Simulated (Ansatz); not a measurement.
ZnS (Wurtzite-6H):

```
Zn S
1.0
     3.81200    0.00000    0.00000
    -1.90600    3.30129    0.00000
     0.00000    0.00000   18.68999
Zn S
6 6
Direct
  0.33333 0.66667 0.83333
  0.66667 0.33333 0.33333
  0.66667 0.33333 0.66667
  0.33333 0.66667 0.16667
  0.00000 0.00000 0.50000
  0.00000 0.00000 0.00000
  0.33333 0.66667 0.95833
  0.66667 0.33333 0.45833
  0.66667 0.33333 0.79167
  0.33333 0.66667 0.29167
  0.00000 0.00000 0.62500
  0.00000 0.00000 0.12500
```

Base run:

```yaml
Program: Ansatz 0.2.0
Functional: revPBE
Potentials_or_basis: Ansatz PAW
Cutoff: "420 eV (not typed: the program's choice for these potentials)"
k_mesh: 8 × 8 × 2
Occupations: fermi-dirac, width 0.05 eV
Spin: no spin polarisation
```

Its results: band gap on the k mesh 2.29 eV, direct; pressure 4.0 GPa; largest force 0.029 eV/Å.

Task: The run is repeated on the same cell with these changes: functional from revPBE to PBE. What comes out?

Result: Band gap on the k mesh 2.16 eV, direct; pressure 2.1 GPa; largest force 0.030 eV/Å.

PBE binds more tightly than revPBE, so the same cell stands under less pressure.

Caveats: the cell's inner coordinates are idealised or old, which leaves forces on the atoms; the PAW data sets come from PBE, with cores solved anew for the run's functional, which leaves a small shift of forces and pressure (some runs).
